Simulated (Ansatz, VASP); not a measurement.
**One calculation of AlN, two programs**

```
CELL_PARAMETERS angstrom
0.11178 2.11496 2.11496
2.11496 0.11178 2.11496
2.11496 2.11496 0.11178
ATOMIC_POSITIONS crystal
Al 0.50000 0.50000 0.50000
N 0.00000 0.00000 0.00000
```

Alike in both runs: task single point; functional PBEsol; k mesh 10 × 10 × 10; occupations gaussian, width 0.05 eV; no spin polarisation.

|  | VASP | Ansatz |
| --- | --- | --- |
| version | VASP 6.6.1 | Ansatz 0.2.0 |
| potentials or method | VASP PAW PBE potentials, release 64 (Al, N) | scalar-relativistic, plane waves, PAW |
| plane-wave cutoff (eV) | 520 | 520 |
| valence electrons in the cell | 8 | 8 |

VASP gave:

```
gap on the k mesh at the Fermi level (eV)       : 3.21
least direct gap on the mesh (eV)               : 4.16
pressure (GPa)                                  : -11.7
largest component of the traceless stress (GPa) : 16.82
```

Problem. What did Ansatz give for the same quantities?

Solution. gap on the k mesh at the Fermi level (eV): 3.21; least direct gap on the mesh (eV): 4.14; pressure (GPa): -11.7; largest component of the traceless stress (GPa): 16.80.

Ansatz warned: «pseudo_functional_mismatch».

Caveats: the PAW data sets were made with another functional, which shifts forces and pressure a little (VASP). A k mesh can miss the band edges.
